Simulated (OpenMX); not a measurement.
**Si in OpenMX: the effect of dispersion**

Crystal: Si.

```xyz
2
Lattice="-2.3714 2.3714 1.3293 2.3714 -2.3714 1.3293 2.3714 2.3714 -1.3293" Properties=species:S:1:pos:R:3 pbc="T T T"
Si    0.0000    0.0000    1.3293
Si    2.3714    0.0000    0.6646
```

This isn't the form of Si at room conditions, which is diamond.

Alike in all runs:

* Program: OpenMX 3.8.5
* Task: single point
* Functional: PBE
* Potentials or basis: OpenMX 2013 PBE set, Si7.0-s2p2d1, grid cutoff 300 Ry
* k mesh: 9 × 9 × 9
* Occupations: fermi-dirac, width 0.05 eV
* Spin: no spin polarisation

Task: One run gave: pressure 4.4 GPa. Which dispersion did it use?
A. none
B. D4
C. D3
D. D3(BJ)

Result: A.

| dispersion | pressure (GPa) |
| --- | --- |
| none | 4.4 |
| D3 | 2.4 |
| D3(BJ) | -0.1 |
| D4 | 0.2 |

Caveats: the basis of atomic orbitals isn't converged, which shifts pressures, moduli and gaps; pairwise dispersion overbinds metals, which lowers pressure and volume (some runs).
